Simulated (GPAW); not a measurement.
C, 4 atoms in the cell. It takes space group R-3m (No. 166, trigonal). Conventional cell: a = 2.466 Å, b = 2.466 Å, c = 24.848 Å, α = 90.00°, β = 90.00°, γ = 120.00°. Around C (site symmetry 3m) lie 3 C at 1.42 Å. Around C (site symmetry 3m) lie 3 C at 1.42 Å. This isn't the form of C at room conditions, which is graphite.

- Program: GPAW 26.7.0
- Task: single point
- Functional: LDA
- Potentials or basis: the program's PAW data sets (release 1.2.1) made for this functional
- Cutoff: 600 eV
- Basis: pw
- k mesh: 10 × 10 × 10
- Occupations: fermi-dirac, width 0.05 eV
- Spin: no spin polarisation
- Maxiter: 120
- Convergence: default

Potentials or basis: the program's PAW data sets (release 1.2.1) made for this functional, pw.

Launch:

```sh
$ OMP_NUM_THREADS=1 python run.py
```

Hardware: 1 thread of Arm Neoverse V1 (shared host).

**Question.** Estimate the wall time of this run.

**Answer.** It took 7.1 min on 1 thread of Arm Neoverse V1 (shared host), peak memory 0.38 GiB. Counts: scf iterations 9, plane waves 1489, bands 18, k points 116.
